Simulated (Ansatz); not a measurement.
Trial inputs on SrO

All trials start from this Ansatz input:

```yaml
crystal:
  lattice:
    - [0.0, 2.5837846888, 2.5837846888]
    - [2.5837846888, 0.0, 2.5837846888]
    - [2.5837846888, 2.5837846888, 0.0]
  atoms:
    - { symbol: Sr, position: [0.5, 0.5, 0.5] }
    - { symbol: O, position: [0.0, 0.0, 0.0] }
basis:
  ecutwfc: 420
kpoints:
  mp_grid: { grid: [6, 6, 6] }
hamiltonian:
  xc: pbe
scf:
  occupations: { method: gaussian, width: 0.1 }
output:
  forces: true
  stress: true
  eigenvalues: true
```

Command:

```bash
ansatz run input.yaml --threads 1 --pin off --max-ram 1331MiB --backend cpu --events-out ev --progress --plain --runs-dir out
```

The run converges in 7 SCF iterations on 16 irreducible k-points: pressure 1.39 GPa, gap on the sampled k-points 3.32 eV.

These settings were drawn at random to show what each does; none of the numbers is a converged property of the crystal. Each trial's input is given as a difference from the reference's; energies are extrapolated to zero smearing where there is one, and pressure is positive in compression. Charged cells sit in a uniform background, and their pressures hang on that convention.

Trial 1:

```diff
+total_charge: -2
 kpoints:
-  mp_grid: { grid: [6, 6, 6] }
+  mp_grid: { grid: [1, 6, 7] }
 scf:
-  occupations: { method: gaussian, width: 0.1 }
+  occupations: { method: tetrahedron }
```

The run converges in 9 SCF iterations on 22 irreducible k-points: pressure -38.98 GPa (with the neutralising background of the charged cell), no gap. It warns that the printed bands weren't solved further after the SCF; that the mesh lowers the symmetry; that forces and stress under tetrahedra may miss the energy's slope.

Trial 2 (origin moved):

```diff
 crystal:
   atoms:
-    - { symbol: Sr, position: [0.5, 0.5, 0.5] }
-    - { symbol: O, position: [0.0, 0.0, 0.0] }
+    - { symbol: Sr, position: [0.797, 1.264, 1.385] }
+    - { symbol: O, position: [0.297, 0.764, 0.885] }
 basis:
-  ecutwfc: 420
+  ecutwfc: 630
+  ecutrho_ratio: 6
 kpoints:
-  mp_grid: { grid: [6, 6, 6] }
+  mp_grid: { kspacing: 0.86 }
 scf:
+  max_iter: 40
```

The run converges in 6 SCF iterations on 4 irreducible k-points: energy 8.71 meV per atom above the reference, pressure 1.53 GPa, gap on the sampled k-points 3.79 eV.

Trial 3:

```diff
 basis:
-  ecutwfc: 420
+  ecutwfc: 360
 kpoints:
-  mp_grid: { grid: [6, 6, 6] }
+  mp_grid: { grid: [3, 2, 5] }
 hamiltonian:
-  xc: pbe
+  xc: lda
 scf:
-  occupations: { method: gaussian, width: 0.1 }
+  occupations: { method: methfessel_paxton, width: 0.0025 }
+  mixing: { ndim: 1 }
+  initial_density: { chi_scale: 0, normalization: atom }
+  max_iter: 95
+relax:
+  adjacent_minimum: "off"
+  f_tol: 0.004
+  max_steps: 5
```

The relaxation ends after 1 step and 18 SCF iterations, 0.00 meV per atom in free energy under its start, at 17.25 Å³/atom: pressure -5.75 GPa, gap on the sampled k-points 3.46 eV. It warns that the cutoff lies under the recommended one, 420 eV for these potentials; that the SCF threshold is loose for the stress; that the mesh lowers the symmetry.

Trial 4:

```diff
 crystal:
+  symmetry: { tolerance: 0.01 }
 basis:
-  ecutwfc: 420
+  ecutwfc: "17 Ha"
 kpoints:
-  mp_grid: { grid: [6, 6, 6] }
+  mp_grid: { grid: [6, 5, 1] }
 scf:
+  mixing: { algorithm: broyden, ndim: 12 }
+  initial_density: { chi_scale: 0, normalization: atom }
+  max_iter: 100
 output:
+  dos: { method: smearing }
```

The run converges in 9 SCF iterations on 16 irreducible k-points: energy 232 meV per atom above the reference, pressure 3.39 GPa, gap on the sampled k-points 3.59 eV. It warns that the mesh lowers the symmetry.

Trial 5:

```diff
 basis:
-  ecutwfc: 420
+  ecutwfc: "23 Ry"
 hamiltonian:
-  xc: pbe
+  xc: lda
 scf:
-  occupations: { method: gaussian, width: 0.1 }
+  occupations: { method: fixed }
+  eigensolver: { real_solve: false }
+  max_iter: 70
+magnetization:
+  spin_polarized: true
```

The run converges in 8 SCF iterations on 16 irreducible k-points: pressure -5.78 GPa, gap on the sampled k-points 3.14 eV, cell moment 0.00 μB. It warns that the cutoff lies under the recommended one, 420 eV for these potentials; that no starting moments were given.

Trial 6:

```diff
 basis:
-  ecutwfc: 420
+  ecutwfc: "14 Ha"
 kpoints:
-  mp_grid: { grid: [6, 6, 6] }
+  mp_grid: { grid: [4, 5, 3], shift: [0.65, 0.43, 0.2] }
 scf:
-  occupations: { method: gaussian, width: 0.1 }
+  occupations: { method: fermi_dirac, width: "1000 K" }
+  max_iter: 30
+  convergence: { dr2_threshold: "1e-5 eV" }
```

The run converges in 6 SCF iterations on 60 irreducible k-points: energy 12.6 meV per atom above the reference, pressure 1.38 GPa, gap on the sampled k-points 3.76 eV. It warns that the cutoff lies under the recommended one, 420 eV for these potentials; that the SCF threshold is loose for the forces; that the SCF threshold is loose for the stress; that the mesh lowers the symmetry.